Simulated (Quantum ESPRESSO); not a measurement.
PtS2: zone-centre phonons under several settings

```xyz
3
Lattice="3.5432 0.0000 0.0000 -1.7716 3.0685 0.0000 0.0000 0.0000 5.0388" Properties=species:S:1:pos:R:3 pbc="T T T"
Pt    0.0000    0.0000    0.0000
S     1.7716    1.0228    3.8950
S     0.0000    2.0457    1.1438
```

All runs used Quantum ESPRESSO 7.5; k mesh 6 × 6 × 4, shifted; relaxed cell; no spin polarisation; occupations smeared at first, fixed for the response.

| level | potentials | cutoff (eV) | volume (Å³/atom) | pressure (GPa) | lowest optical mode without the field (cm⁻¹) | highest optical mode without the field (cm⁻¹) | sum of the Born charges (e) |
| --- | --- | --- | --- | --- | --- | --- | --- |
| PBEsol | GBRV 1.5 PBEsol | 612 | ? | 0.0 | ? | ? | ? |
| PBE | JTH 2.0 PBE | 490 | 22.04 | -0.2 | 289 | 325 | 0.00 |
| LDA | JTH 2.0 LDA | 490 | 16.72 | 0.0 | 302 | 342 | -0.17 |

Q: What stands in the row left open?

A: Volume 17.61 Å³/atom; lowest optical mode without the field 299 cm⁻¹; highest optical mode without the field 331 cm⁻¹; sum of the Born charges -0.10 e.

Caveats: the layers were relaxed without a dispersion term, so their spacing and the soft interlayer modes are unreliable; the cutoff is low for these files, which shifts pressure and relaxed volume (some runs); the volume moved by over 15 % at a fixed basis, so the end points are rough (some runs); this functional lacks dispersion, which binds the layers, so the pressure and a relaxed spacing across them are unreliable, and here the layers came unbound (some runs).

For the row left open. Caveat: the mesh is thin for the dielectric tensor, Born charges and intensities, which usually come out too large; the layers were relaxed without a dispersion term, so their spacing and the soft interlayer modes are unreliable; the Born charges break their sum rule by 0.10 e, a sign of too thin a mesh.

The runs don't all hold the same shells in valence.
